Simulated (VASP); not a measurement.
# TiTe2 (P-3m1) in VASP: relaxation of cell and atoms with r2SCAN

Aim: the relaxation of cell and atoms of TiTe2 with r2SCAN.

Program: VASP 6.6.1. These are calculated values, not measurements. Logs are shortened: lines on timing, memory, paths and dates and some standing lists are left out, and cuts for length are marked.

### Step 1. The structure

The structure is trigonal, space group P-3m1 (No. 164). The conventional cell has a = 3.777 Å, b = 3.777 Å, c = 6.498 Å, α = 90.00°, β = 90.00°, γ = 120.00°. Ti (site symmetry -3m) has 6 Te at 2.77 Å as nearest neighbours. Around Te (site symmetry 3m) lie 3 Ti at 2.77 Å.

### Step 2. Relaxation of cell and atoms, r2SCAN

The input, INCAR:

```
SYSTEM = TiTe2
ALGO = Normal ; EDIFF = 1E-7
EDIFFG = -0.004 ; ENCUT = 600
IBRION = 2 ; ISIF = 3
ISMEAR = 0 ; LASPH = .TRUE.
LCHARG = .FALSE. ; LMIXTAU = .TRUE.
LREAL = .FALSE. ; LWAVE = .FALSE.
METAGGA = R2SCAN ; NELM = 60
NSW = 80 ; PREC = Accurate
SIGMA = 0.02
```

The input, KPOINTS:

```
k-points
0
G
  9 9 4
  0 0 0
```

The input, POSCAR:

```
TiTe2
1.0
    3.7770000000      0.0000000000      0.0000000000
   -1.8885000000      3.2709779500      0.0000000000
    0.0000000000      0.0000000000      6.4980000000
Ti Te
1 2
Direct
    0.0000000000      0.0000000000      0.0000000000
    0.6666666700      0.3333333300      0.2628000000
    0.3333333300      0.6666666700      0.7372000000
```

Potentials or basis: VASP PAW PBE potentials, release 64 (Ti_sv, Te).

Run with:

```sh
$ cat potpaw_PBE.64/Ti_sv/POTCAR potpaw_PBE.64/Te/POTCAR > POTCAR
$ mpirun -np 1 vasp_std > vasp.out
```

OUTCAR:

```text
SYSTEM = TiTe2
   EDIFF = 1E-7
   EDIFFG = -0.004
   ENCUT = 600
   IBRION = 2
   ISIF = 3
   ISMEAR = 0
   LASPH = .TRUE.
   LREAL = .FALSE.
   METAGGA = R2SCAN
   NELM = 60
   NSW = 80
   PREC = Accurate

 ion  position               nearest neighbor table
   1  0.000  0.000  0.000-   2 2.77   3 2.77   3 2.77   2 2.77   2 2.77   3 2.77
   2  0.667  0.333  0.263-   1 2.77   1 2.77   1 2.77
   3  0.333  0.667  0.737-   1 2.77   1 2.77   1 2.77

  LATTYP: Found a hexagonal cell.
 ALAT       =     3.7770000000
 C/A-ratio  =     1.7204130262

  Lattice vectors:

 A1 = (   3.7770000000,   0.0000000000,   0.0000000000)
 A2 = (  -1.8885000000,   3.2709779500,   0.0000000000)
 A3 = (   0.0000000000,   0.0000000000,   6.4980000000)

Analysis of symmetry for initial positions (statically):
=====================================================================
 Subroutine PRICEL returns:
 Original cell was already a primitive cell.

 Routine SETGRP: Setting up the symmetry group for a
 hexagonal supercell.

 Subroutine GETGRP returns: Found 12 space group operations
 (whereof 12 operations were pure point group operations)
 out of a pool of 24 trial point group operations.

The static configuration has the point symmetry D_3d.

Analysis of symmetry for dynamics (positions and initial velocities):
=====================================================================
 Subroutine PRICEL returns:
 Original cell was already a primitive cell.

 Routine SETGRP: Setting up the symmetry group for a
 hexagonal supercell.

 Subroutine GETGRP returns: Found 12 space group operations
 (whereof 12 operations were pure point group operations)
 out of a pool of 24 trial point group operations.

The dynamic configuration has the point symmetry D_3d.

 Subroutine INISYM returns: Found 12 space group operations
 (whereof 12 operations are pure point group operations),
 and found     1 'primitive' translations

----------------------------------------------------------------------------------------

                                     Primitive cell

  volume of cell :      80.2794

  direct lattice vectors                    reciprocal lattice vectors
     3.777000000  0.000000000  0.000000000     0.264760392  0.152859484  0.000000000
    -1.888500000  3.270977950  0.000000000     0.000000000  0.305718967  0.000000000
     0.000000000  0.000000000  6.498000000     0.000000000  0.000000000  0.153893506

  length of vectors
     3.777000000  3.777000000  6.498000000     0.305718967  0.305718967  0.153893506

  position of ions in fractional coordinates (direct lattice)
     0.000000000  0.000000000  0.000000000
     0.666666670  0.333333330  0.262800000
     0.333333330  0.666666670  0.737200000

  ion indices of the primitive-cell ions
   primitive index   ion index
                 1           1
                 2           2
                 3           3

----------------------------------------------------------------------------------------

 KPOINTS: k-points

Automatic generation of k-mesh.
 Grid dimensions read from file:
 generate k-points for:    9    9    4

 Generating k-lattice:

  Cartesian coordinates                     Fractional coordinates (reciprocal lattice)
     0.029417821  0.016984387  0.000000000     0.111111111 -0.000000000  0.000000000
     0.000000000  0.033968774  0.000000000     0.000000000  0.111111111  0.000000000
     0.000000000  0.000000000  0.038473376     0.000000000  0.000000000  0.250000000

  Length of vectors
     0.033968774  0.033968774  0.038473376

  Shift w.r.t. Gamma in fractional coordinates (k-lattice)
     0.000000000  0.000000000  0.000000000

 Subroutine IBZKPT returns following result:
 ===========================================

 Found     43 irreducible k-points:

 Following reciprocal coordinates:
            Coordinates               Weight
  0.000000  0.000000  0.000000      1.000000
  0.111111  0.000000  0.000000      6.000000
  0.222222  0.000000  0.000000      6.000000
  0.333333  0.000000  0.000000      6.000000
  0.444444  0.000000  0.000000      6.000000
  0.111111  0.111111  0.000000      6.000000
[... 16 lines left out ...]
  0.222222  0.111111  0.250000     12.000000
 -0.111111  0.333333  0.250000     12.000000
 [... further k-points ...]
   k-points           NKPTS =     43   k-points in BZ     NKDIM =     43   number of bands    NBANDS=     16
   number of dos      NEDOS =    301   number of ions     NIONS =      3
   total plane-waves  NPLWV =  48600
   dimension x,y,z NGX =    30 NGY =   30 NGZ =   54
   dimension x,y,z NGXF=    60 NGYF=   60 NGZF=  108
   ions per type =               1   2
   NGX,Y,Z   is equivalent  to a cutoff of  13.20, 13.20, 13.82 a.u.
   NGXF,Y,Z  is equivalent  to a cutoff of  26.41, 26.41, 27.63 a.u.
 SYSTEM =  TiTe2
   PREC   = accura    normal or accurate (medium, high low for compatibility)
   ISTART =      0    job   : 0-new  1-cont  2-samecut
   ICHARG =      2    charge: 1-file 2-atom 10-const
   ISPIN  =      1    spin polarized calculation?
   LNONCOLLINEAR =      F non collinear calculations
   LSORBIT =      F    spin-orbit coupling
   LASPH  =      T    aspherical Exc in radial PAW
   ENCUT  =  600.0 eV  44.10 Ry    6.64 a.u.   7.54  7.54 12.98*2*pi/ulx,y,z
   NELM   =     60;   NELMIN=  2; NELMDL= -5     # of ELM steps
   EDIFF  = 0.1E-06   stopping-criterion for ELM
   LREAL  =      F    real-space projection
   EDIFFG = -.4E-02   stopping-criterion for IOM
   NSW    =     80    number of steps for IOM
   IBRION =      2    ionic relax: 0-MD 1-quasi-New 2-CG
   NFREE  =      1    steps in history (QN), initial steepest desc. (CG)
   ISIF   =      3    stress and relaxation
   ISYM   =      2    0-nonsym 1-usesym 2-fastsym
   POTIM  = 0.5000    time-step for ionic-motion
   TEBEG  =    0.0;   TEEND  =   0.0 temperature during run
   PSTRESS=    0.0 pullay stress
   NELECT =      24.0000    total number of electrons
   NUPDOWN=      -1.0000    fix difference up-down
   EMIN   =  10.00;   EMAX   =-10.00  energy-range for DOS
   EFERMI =   0.00;   METHOD = LEGACY
   ISMEAR =     0;   SIGMA  =   0.02  broadening in eV -4-tet -1-fermi 0-gaus
   EFERMI_NEDOS =   21; number of points for ismear=-14 and -15
   IALGO  =     38    algorithm
   IMIX   =      4    mixing-type and parameters
     AMIX     =   0.40;   BMIX     =  1.00
     AMIX_MAG =   1.60;   BMIX_MAG =  1.00
  volume/ion in A,a.u.               =      26.76       180.58
  Fermi-wavevector in a.u.,A,eV,Ry     =   1.094655  2.068597 16.303438  1.198269
  Thomas-Fermi vector in A             =   2.230964
   LORBIT       =      0    0 simple, 1 ext, 2 COOP (PROOUT), +10 PAW based schemes
   METAGGA = R2SCAN    functional components
   LHFCALC =     F    Hartree Fock is set to
   AEXX    =    0.0000 exact exchange contribution
   IVDW    =     0    specifies the selected vdW correction
   LEPSILON=     F    determine dielectric tensor
   LRPA    =     F    only Hartree local field effects (RPA)
 conjugate gradient relaxation of ions
 non-spin polarized calculation
 Gauss-broadening in eV      SIGMA  =   0.02
  energy-cutoff  :      600.00
  volume of cell :       80.28
 maximum number of plane-waves:      2714
 NGX is ok and might be reduce to    30
   NGX = 15   NGY = 15   NGZ = 25

--------------------------------------- Ionic step        1  -------------------------------------------

 number of electron      24.0000002 magnetization

 Free energy of the ion-electron system (eV)
  ---------------------------------------------------
  ext. energy  EPLUGINS =         0.00000000
  ---------------------------------------------------
  free energy    TOTEN  =       -66.26545501 eV

  energy without entropy =      -66.26516651  energy(sigma->0) =      -66.26531076

------------------------ aborting loop because EDIFF is reached ----------------------------------------

  FORCE on cell =-STRESS in cart. coord.  units (eV):
  Direction    XX          YY          ZZ          XY          YZ          ZX
  --------------------------------------------------------------------------------------
  -------------------------------------------------------------------------------------
  Total        0.6357846      0.6357846      0.3324072      0.0000000     -0.0000000      0.0000000
  in kB       12.6886755     12.6886755      6.6340193      0.0000000     -0.0000000      0.0000000
  external PRESSURE =      10.6704568 kB  Pullay stress =       0.0000000 kB
[... 92 lines left out ...]
  FREE ENERGIE OF THE ION-ELECTRON SYSTEM (eV)
  ---------------------------------------------------
  free  energy   TOTEN  =       -66.2758631650 eV

  energy  without entropy=      -66.2755974006  energy(sigma->0) =      -66.27573028

 E-fermi :   6.0754     XC(G=0):  -9.9913

 val. band max:        6.0750974202   @ k =   0.3333   0.0000   0.2500
 cond. band min:       6.1304321751   @ k =   0.0000   0.4444   0.2500
 fundamental gap:      0.0553347549
 Fermi energy:         6.0754384882

 k-point     1 :       0.0000    0.0000    0.0000
  band No.  band energies     occupation
      1     -54.0591      2.00000
      2     -29.2624      2.00000
      3     -29.2624      2.00000
      4     -29.2220      2.00000
      5      -6.6575      2.00000
      6      -5.3006      2.00000
[... 433 lines left out ...]
      3     -29.2692      2.00000
      4     -29.2163      2.00000
      5      -5.6873      2.00000
      6      -5.0529      2.00000
[... 8 lines left out ...]
     15       7.5014      0.00000
     16       8.5082      0.00000

 [... further k-points ...]

[... ionic steps 4 to 14 ...]

--------------------------------------- Ionic step       15  -------------------------------------------

 number of electron      23.9999997 magnetization

------------------------ aborting loop because EDIFF is reached ----------------------------------------
[... 69 lines left out ...]
--------------------------------------- Ionic step       17  -------------------------------------------

 number of electron      23.9999997 magnetization

 Free energy of the ion-electron system (eV)
  ---------------------------------------------------
  ext. energy  EPLUGINS =         0.00000000
  ---------------------------------------------------
  free energy    TOTEN  =       -66.29270128 eV

  energy without entropy =      -66.29247073  energy(sigma->0) =      -66.29258601

 E-fermi :   6.1315     XC(G=0): -10.0122

 val. band max:        6.1309093534   @ k =   0.3333   0.0000   0.2500
 cond. band min:       6.1903222840   @ k =   0.0000   0.4444   0.2500
 fundamental gap:      0.0594129306
 Fermi energy:         6.1315008166

 k-point     1 :       0.0000    0.0000    0.0000
  band No.  band energies     occupation
      1     -53.9912      2.00000
      2     -29.1966      2.00000
      3     -29.1965      2.00000
      4     -29.1572      2.00000
      5      -6.6355      2.00000
      6      -5.2503      2.00000
[... 433 lines left out ...]
      3     -29.2035      2.00000
      4     -29.1513      2.00000
      5      -5.6590      2.00000
      6      -5.0093      2.00000
[... 8 lines left out ...]
     15       7.5639      0.00000
     16       8.5894      0.00000

 [... further k-points ...]

------------------------ aborting loop because EDIFF is reached ----------------------------------------

  FORCE on cell =-STRESS in cart. coord.  units (eV):
  Direction    XX          YY          ZZ          XY          YZ          ZX
  --------------------------------------------------------------------------------------
  -------------------------------------------------------------------------------------
  Total        0.0028942      0.0028942     -0.0027583      0.0000000      0.0000000      0.0000000
  in kB        0.0545379      0.0545379     -0.0519771      0.0000000      0.0000000      0.0000000
  external PRESSURE =       0.0190329 kB  Pullay stress =       0.0000000 kB
[... 18 lines left out ...]
  FREE ENERGIE OF THE ION-ELECTRON SYSTEM (eV)
  ---------------------------------------------------
  free  energy   TOTEN  =       -66.2927012845 eV

  energy  without entropy=      -66.2924707271  energy(sigma->0) =      -66.29258601

 reached required accuracy - stopping structural energy minimisation
```

Run time: 30 min. Hardware: 1 thread of Intel Xeon 6975P-C (Granite Rapids), shared host; peak memory 0.29 GiB.

What came out:

```yaml
Free_energy: -66.2927 eV
Relaxed_volume: 28.34 Å³/atom
Relaxed_cell: a = 3.823 Å, b = 3.823 Å, c = 6.718 Å, α = 90.00°, β = 90.00°, γ = 120.00°
Space_group_after_relaxing_to_0.05_Å: P-3m1 (No. 164)
Energy_gained_by_relaxing: 9.1 meV/atom
Ionic_steps: 17
Pressure_after_relaxing: 0.0 GPa
Largest_force_after_relaxing: 0.004 eV/Å
Band_gap_on_the_k_mesh: none (metal or under the smearing width)
```

Forces on the atoms (eV/Å):
```
Ti   0.000  0.000  0.000
Te   0.000  0.000 -0.004
Te   0.000  0.000  0.004
```

Step by step:
| step | energy change (eV) | largest force (eV/Å) | pressure (GPa) | volume (Å³) |
| --- | --- | --- | --- | --- |
| 1 | 0.0000 | 0.1900 | 1.07 | 80.28 |
| 2 | -0.0103 | 0.3029 | -0.30 | 82.37 |
| 3 | -0.0104 | 0.3157 | -0.47 | 82.64 |
| 4 | -0.0181 | 0.1524 | -0.18 | 83.09 |
| 5 | -0.0196 | 0.0425 | 0.02 | 83.40 |
| 6 | -0.0224 | 0.0219 | 0.12 | 83.56 |
| 7 | -0.0262 | 0.0366 | 0.44 | 84.04 |
| 8 | -0.0259 | 0.1070 | -0.47 | 85.45 |
| 9 | -0.0270 | 0.0310 | 0.01 | 84.70 |
| 10 | -0.0271 | 0.0205 | -0.01 | 84.82 |
| 11 | -0.0272 | 0.0099 | -0.03 | 84.95 |
| 12 | -0.0272 | 0.0054 | 0.06 | 84.89 |
| 13 | -0.0272 | 0.0014 | 0.04 | 84.90 |
| 14 | -0.0272 | 0.0014 | 0.04 | 84.93 |
| 15 | -0.0272 | 0.0014 | 0.04 | 84.97 |
| 16 | -0.0272 | 0.0079 | -0.02 | 85.06 |
| 17 | -0.0272 | 0.0038 | 0.00 | 85.02 |

Final structure:
```
CELL_PARAMETERS angstrom
3.82295 0.00000 0.00000
-1.91147 3.31077 0.00000
0.00000 0.00000 6.71757
ATOMIC_POSITIONS crystal
Ti 0.00000 0.00000 0.00000
Te 0.66667 0.33333 0.25062
Te 0.33333 0.66667 0.74938
```

Levels at points of the mesh, in eV from the Fermi level:
```
           k point  band 10  band 11  band 12  band 13  band 14  band 15
(0.00, 0.00, 0.00)     0.13     0.35     0.35     0.51     0.81     0.81
(0.00, 0.00, 0.50)    -1.98     0.35     0.35     0.62     0.62     1.07
```

Caveat: the PAW data sets were made with another functional, which shifts forces and pressure a little.
